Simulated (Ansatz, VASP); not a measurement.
One calculation of Si, two programs

```
CELL_PARAMETERS angstrom
0.00000 2.81963 2.81963
2.81963 0.00000 2.81963
2.81963 2.81963 0.00000
ATOMIC_POSITIONS crystal
Si 0.50000 0.50000 0.50000
Si 0.75000 0.75000 0.75000
```

Alike in both runs: task single point; functional PBE; k mesh 10 × 10 × 10; occupations gaussian, width 0.05 eV; no spin polarisation.

|  | VASP | Ansatz |
| --- | --- | --- |
| version | VASP 6.6.1 | Ansatz 0.2.0 |
| potentials or method | VASP PAW PBE potentials, release 64 (Si) | scalar-relativistic, plane waves, PAW |
| plane-wave cutoff (eV) | 520 | 420 |
| valence electrons in the cell | 8 | 8 |

VASP gave:

* gap on the k mesh at the Fermi level (eV): 0.76
* least direct gap on the mesh (eV): 2.12
* pressure (GPa): -6.7

Task: What did Ansatz give for the same quantities?

Result: gap on the k mesh at the Fermi level (eV): 0.76; least direct gap on the mesh (eV): 2.11; pressure (GPa): -6.7.

A k mesh can miss the band edges.
